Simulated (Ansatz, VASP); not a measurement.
CsSnI3 in VASP and in Ansatz

The input INCAR:

```
  PREC = Accurate
  ENCUT = 520
  EDIFF = 1E-6
  ISMEAR = -1
  SIGMA = 0.05
  LREAL = F
  LASPH = T
  NELM = 80
  ALGO = Normal
  ISIF = 2
  LWAVE = F
  LCHARG = F
  GGA = PE
  NBANDS = 30
```

Contents of KPOINTS:

```
Automatic mesh
0
Gamma
  5 5 5
```

File POSCAR:

```
CsSnI3
1.0
    6.2873633123      0.0000000000      0.0000000000
    0.0000000000      6.2873633123      0.0000000000
    0.0000000000      0.0000000000      6.2873633123
Cs I Sn
1 3 1
Direct
    0.0000000000      0.0000000000      0.0000000000
    0.5000000000      0.5000000000      0.0000000000
    0.5000000000      0.0000000000      0.5000000000
    0.0000000000      0.5000000000      0.5000000000
    0.5000000000      0.5000000000      0.5000000000
```

File input.yaml:

```yaml
crystal:
  lattice:
    - [6.2873633123, 0.0, 0.0]
    - [0.0, 6.2873633123, 0.0]
    - [0.0, 0.0, 6.2873633123]
  atoms:
    - { symbol: Cs, position: [0.0, 0.0, 0.0] }
    - { symbol: I, position: [0.5, 0.5, 0.0] }
    - { symbol: I, position: [0.5, 0.0, 0.5] }
    - { symbol: I, position: [0.0, 0.5, 0.5] }
    - { symbol: Sn, position: [0.5, 0.5, 0.5] }
kpoints:
  mp_grid: { grid: [5, 5, 5] }
scf:
  occupations: { method: fermi_dirac, width: 0.05 }
hamiltonian:
  xc: pbe
  pseudopotentials: { kind: all_electron, lapw: { basis_error: 0.001 } }
output:
  forces: true
  stress: true
  eigenvalues: true
```

Change from the starting cell: volume scaled by 1.04.

Alike in both runs: task single point; functional PBE; k mesh 5 × 5 × 5; occupations fermi-dirac, width 0.05 eV; no spin polarisation.

|  | VASP | Ansatz |
| --- | --- | --- |
| version | VASP 6.6.1 | Ansatz 0.2.0 |
| potentials or method | VASP PAW PBE potentials, release 64 (Cs_sv, I, Sn_d) | all-electron LAPW, scalar-relativistic |
| plane-wave cutoff (eV) | 520 | see its input |

```csv
,VASP,Ansatz,Ansatz less VASP
gap on the k mesh at the Fermi level (eV),1.79,1.79,+0.002
least direct gap on the mesh (eV),1.79,1.79,+0.002
pressure (GPa),-0.1,-0.1,+0.01
```

Ansatz ran all-electron here, so the differences hold the error of VASP's frozen core and of both bases.

Caveats: spin-orbit coupling is left out, which moves the levels of the heavy elements; an odd mesh through Γ misses points on the zone boundary, where band edges often lie.
